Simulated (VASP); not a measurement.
# ZnS (Wurtzite-2H) (P6_3mc) in VASP: a series of runs

One crystal, ZnS (Wurtzite-2H), is run at these levels: PBE; tasks: single point.

Program: VASP 6.6.1. These are calculated values, not measurements. Logs are shortened: lines on timing, memory, paths and dates and some standing lists are left out, and cuts for length are marked.

### 1 The undisturbed crystal

Symmetry: P6_3mc, No. 186, hexagonal system. The conventional cell has a = 3.811 Å, b = 3.811 Å, c = 6.234 Å, α = 90.00°, β = 90.00°, γ = 120.00°. Zn (site symmetry 3m) is surrounded by 4 S at 2.31 to 2.40 Å. S (site symmetry 3m) has 4 Zn at 2.31 to 2.40 Å as nearest neighbours.

### 2 Single point, PBE (grid = ENCUT=650 dk=0.35 cell=2x2x1 ISMEAR=0 SIGMA=0.05 LREAL=Auto EDIFF=1e-06)

Input file INCAR:

```
ALGO = Fast
EDIFF = 1E-6
ENCUT = 650
GGA = PE
ISIF = 2
ISMEAR = 0
LASPH = True
LCHARG = False
LREAL = Auto
LWAVE = False
NBANDS = 80
NELM = 120
PREC = Accurate
SIGMA = 0.05
```

Input file KPOINTS:

```
k-points
0
Gamma
  3 3 3
```

Input file POSCAR:

```
ZnS
1.0
    7.6220000000      0.0000000000      0.0000000000
   -3.8110000000      6.6008456276      0.0000000000
    0.0000000000      0.0000000000      6.2340000000
S Zn
8 8
Direct
    0.3333333334      0.1666666666      0.5000000000
    0.3333333334      0.1666666666      0.8850000000
    0.3333333334      0.6666666666      0.8850000000
    0.8333333333      0.1666666666      0.8850000000
    0.8333333333      0.6666666666      0.8850000000
    0.1666666666      0.3333333334      0.3850000000
    0.6666666666      0.3333333334      0.3850000000
    0.6666666666      0.8333333333      0.3850000000
    0.3333333334      0.6666666666      0.5000000000
    0.8333333333      0.1666666666      0.5000000000
    0.8333333333      0.6666666666      0.5000000000
    0.1666666666      0.3333333334      0.0000000000
    0.1666666666      0.8333333333      0.0000000000
    0.6666666666      0.3333333334      0.0000000000
    0.6666666666      0.8333333333      0.0000000000
    0.1666666666      0.8333333333      0.3850000000
```

Potentials or basis: VASP PAW PBE potentials, release 64 (S, Zn).

On the command line:

```bash
$ cat potpaw_PBE.64/S/POTCAR potpaw_PBE.64/Zn/POTCAR > POTCAR
$ mpirun -np 1 vasp_std > vasp.out
```

OUTCAR:

```text
EDIFF = 1E-6
   ENCUT = 650
   GGA = PE
   ISIF = 2
   ISMEAR = 0
   LASPH = True
   LREAL = Auto
   NELM = 120
   PREC = Accurate

 Found     10 irreducible k-points:

 Following reciprocal coordinates:
            Coordinates               Weight
  0.000000  0.000000  0.000000      1.000000
  0.333333  0.000000  0.000000      4.000000
  0.000000  0.333333  0.000000      2.000000
  0.333333  0.333333  0.000000      2.000000
  0.000000  0.000000  0.333333      2.000000
  0.333333  0.000000  0.333333      4.000000
   k-points           NKPTS =     10   k-points in BZ     NKDIM =     10   number of bands    NBANDS=     80
   number of dos      NEDOS =    301   number of ions     NIONS =     16
   total plane-waves  NPLWV = 221184
   dimension x,y,z NGX =    64 NGY =   64 NGZ =   54
   dimension x,y,z NGXF=   128 NGYF=  128 NGZF=  108
   ions per type =               8   8
   NGX,Y,Z   is equivalent  to a cutoff of  13.96, 13.96, 14.40 a.u.
   NGXF,Y,Z  is equivalent  to a cutoff of  27.92, 27.92, 28.80 a.u.
 SYSTEM =  unknown system
   PREC   = accura    normal or accurate (medium, high low for compatibility)
   ISTART =      0    job   : 0-new  1-cont  2-samecut
   ICHARG =      2    charge: 1-file 2-atom 10-const
   ISPIN  =      1    spin polarized calculation?
   LNONCOLLINEAR =      F non collinear calculations
   LSORBIT =      F    spin-orbit coupling
   LASPH  =      T    aspherical Exc in radial PAW
   ENCUT  =  650.0 eV  47.77 Ry    6.91 a.u.  15.84 15.84 12.96*2*pi/ulx,y,z
   NELM   =    120;   NELMIN=  2; NELMDL= -5     # of ELM steps
   EDIFF  = 0.1E-05   stopping-criterion for ELM
   LREAL  =      T    real-space projection
   EDIFFG = 0.1E-04   stopping-criterion for IOM
   NSW    =      0    number of steps for IOM
   IBRION =     -1    ionic relax: 0-MD 1-quasi-New 2-CG
   NFREE  =      0    steps in history (QN), initial steepest desc. (CG)
   ISIF   =      2    stress and relaxation
   ISYM   =      2    0-nonsym 1-usesym 2-fastsym
   POTIM  = 0.5000    time-step for ionic-motion
   TEBEG  =    0.0;   TEEND  =   0.0 temperature during run
   PSTRESS=    0.0 pullay stress
   NELECT =     144.0000    total number of electrons
   NUPDOWN=      -1.0000    fix difference up-down
   EMIN   =  10.00;   EMAX   =-10.00  energy-range for DOS
   EFERMI =   0.00;   METHOD = LEGACY
   ISMEAR =     0;   SIGMA  =   0.05  broadening in eV -4-tet -1-fermi 0-gaus
   EFERMI_NEDOS =   21; number of points for ismear=-14 and -15
   IALGO  =     68    algorithm
   IMIX   =      4    mixing-type and parameters
     AMIX     =   0.40;   BMIX     =  1.00
     AMIX_MAG =   1.60;   BMIX_MAG =  1.00
  volume/ion in A,a.u.               =      19.60       132.29
  Fermi-wavevector in a.u.,A,eV,Ry     =   1.262943  2.386617 21.701647  1.595026
  Thomas-Fermi vector in A             =   2.396326
   LORBIT       =      0    0 simple, 1 ext, 2 COOP (PROOUT), +10 PAW based schemes
   GGA     = PE    functional components
   LHFCALC =     F    Hartree Fock is set to
   AEXX    =    0.0000 exact exchange contribution
   IVDW    =     0    specifies the selected vdW correction
   LEPSILON=     F    determine dielectric tensor
   LRPA    =     F    only Hartree local field effects (RPA)
 non-spin polarized calculation
 RMM-DIIS sequential band-by-band and
 Gauss-broadening in eV      SIGMA  =   0.05
  energy-cutoff  :      650.00
  volume of cell :      313.64
 maximum number of plane-waves:     11833
   NGX = 31   NGY = 31   NGZ = 25

 number of electron     144.0000003 magnetization

 Free energy of the ion-electron system (eV)
  ---------------------------------------------------
  ext. energy  EPLUGINS =         0.00000000
  ---------------------------------------------------
  free energy    TOTEN  =       -47.39396256 eV

  energy without entropy =      -47.38686943  energy(sigma->0) =      -47.39041599

 E-fermi :   3.6588     XC(G=0):  -9.6985

 val. band max:        3.6456703091   @ k =   0.0000  -0.3333   0.3333
 cond. band min:       3.6599467256   @ k =   0.0000   0.3333   0.0000
 fundamental gap:      0.0142764165
 Fermi energy:         3.6587957068

 k-point     1 :       0.0000    0.0000    0.0000
  band No.  band energies     occupation
      1     -12.1234      2.00000
      2     -10.6112      2.00000
      3     -10.3166      2.00000
      4     -10.2962      2.00000
      5      -9.9808      2.00000
      6      -9.9180      2.00000
[... 72 lines left out ...]
     79       6.0570      0.00000
     80       6.3032      0.00000

 k-point     2 :       0.3333    0.0000    0.0000
  band No.  band energies     occupation
      1     -12.0740      2.00000
      2     -10.6818      2.00000
      3     -10.3630      2.00000
      4     -10.2531      2.00000
      5     -10.0317      2.00000
      6      -9.9480      2.00000
[... 72 lines left out ...]
     79       7.1040      0.00000
     80       7.1798      0.00000

 k-point     3 :       0.0000    0.3333    0.0000
  band No.  band energies     occupation
      1     -12.0977      2.00000
      2     -10.5627      2.00000
      3     -10.3293      2.00000
      4     -10.2461      2.00000
      5     -10.1598      2.00000
      6      -9.9120      2.00000
[... 72 lines left out ...]
     79       6.9356      0.00000
     80       7.0421      0.00000

 k-point     4 :       0.3333    0.3333    0.0000
  band No.  band energies     occupation
      1     -12.0602      2.00000
      2     -10.6398      2.00000
      3     -10.4501      2.00000
      4     -10.1867      2.00000
      5     -10.0391      2.00000
      6      -9.9783      2.00000
[... 72 lines left out ...]
     79       7.0974      0.00000
     80       7.3376      0.00000

 k-point     5 :       0.0000    0.0000    0.3333
  band No.  band energies     occupation
      1     -12.0342      2.00000
      2     -10.6803      2.00000
      3     -10.2938      2.00000
      4     -10.2585      2.00000
      5      -9.9843      2.00000
      6      -9.9658      2.00000
[... 72 lines left out ...]
     79       5.9990      0.00000
     80       6.1794      0.00000

 k-point     6 :       0.3333    0.0000    0.3333
  band No.  band energies     occupation
      1     -11.9938      2.00000
      2     -10.5686      2.00000
      3     -10.4494      2.00000
      4     -10.2517      2.00000
      5     -10.0927      2.00000
      6      -9.9719      2.00000
[... 72 lines left out ...]
     79       6.6051      0.00000
     80       6.7703      0.00000

 [... further k-points ...]

------------------------ aborting loop because EDIFF is reached ----------------------------------------

  FORCE on cell =-STRESS in cart. coord.  units (eV):
  Direction    XX          YY          ZZ          XY          YZ          ZX
  --------------------------------------------------------------------------------------
  -------------------------------------------------------------------------------------
  Total       13.5611084      7.8311060      8.3275141      0.0000000     -0.7212689      0.0000000
  in kB       69.2740298     40.0035346     42.5393295      0.0000000     -3.6844481      0.0000000
  external PRESSURE =      50.6056313 kB  Pullay stress =       0.0000000 kB

 VOLUME and BASIS-vectors are now :
 -----------------------------------------------------------------------------
  energy-cutoff  :      650.00
  volume of cell :      313.64
      direct lattice vectors                 reciprocal lattice vectors
     7.622000000  0.000000000  0.000000000     0.131199160  0.075747871  0.000000000
    -3.811000000  6.600845628  0.000000000     0.000000000  0.151495741  0.000000000
     0.000000000  0.000000000  6.234000000     0.000000000  0.000000000  0.160410651

 POSITION                                       TOTAL-FORCE (eV/Angst)
 -----------------------------------------------------------------------------------
      1.90550      1.10014      3.11700         0.000000     -0.535149     -0.503106
      1.90550      1.10014      5.51709         0.000000     -0.780081      1.251547
      0.00000      4.40056      5.51709         0.006679     -0.036858     -0.256720
      5.71650      1.10014      5.51709         0.000000     -0.013394     -0.353188
      3.81100      4.40056      5.51709        -0.006679     -0.036858     -0.256720
     -0.00000      2.20028      2.40009        -0.937697      0.352078     -0.633840
[... 8 lines left out ...]
      1.90550      5.50070      0.00000         0.000000      0.017361      0.367695
     -1.90550      5.50070      2.40009         0.000000      1.127703      0.031223
 -----------------------------------------------------------------------------------
    total drift:                                0.000002     -0.000166      0.033433

  FREE ENERGIE OF THE ION-ELECTRON SYSTEM (eV)
  ---------------------------------------------------
  free  energy   TOTEN  =       -47.3939625601 eV

  energy  without entropy=      -47.3868694259  energy(sigma->0) =      -47.39041599
```

It took 11 min on 1 thread of Intel Xeon Platinum 8488C (Sapphire Rapids), shared host; peak memory 0.6 GiB.

The run converged, but some of its settings lie outside the range that counts as converged, so its numbers aren't taken as properties of the crystal.

What came out:

```
Free energy            : -47.3940 eV
Pressure               : 5.1 GPa
Largest force          : 1.475 eV/Å
Band gap on the k mesh : none (metal or under the smearing width)
```

### 3 Single point, PBE (grid = ENCUT=400 dk=0.35 cell=2x2x1 ISMEAR=0 SIGMA=0.05 LREAL=Auto EDIFF=1e-06)

Changes to INCAR since step 2:

```diff
@@ -2,3 +2,3 @@
 EDIFF = 1E-6
-ENCUT = 650
+ENCUT = 400
 GGA = PE
```

KPOINTS is that of step 2.

POSCAR is that of step 2.

Potentials or basis: VASP PAW PBE potentials, release 64 (S, Zn).

On the command line:

```bash
$ cat potpaw_PBE.64/S/POTCAR potpaw_PBE.64/Zn/POTCAR > POTCAR
$ mpirun -np 1 vasp_std > vasp.out
```

Run time: 5.4 min. Hardware: 1 thread of Intel Xeon Platinum 8488C (Sapphire Rapids), shared host; peak memory 0.37 GiB.

These settings aren't checked as converged: the numbers below hold their error.

Results:

```
Free energy            : -47.3863 eV
Pressure               : 4.8 GPa
Largest force          : 1.473 eV/Å
Band gap on the k mesh : none (metal or under the smearing width)
```

### 4 The reference run

An earlier run on the cell as given: functional PBEsol; potentials or basis VASP PAW PBE potentials, release 64 (Zn, S); cutoff 520 eV; k mesh 8 × 8 × 5; occupations fermi-dirac, width 0.05 eV; no spin polarisation.

* Pressure: -1.1 GPa
* Largest force: 0.309 eV/Å
* Band gap on the k mesh: 2.12 eV, direct
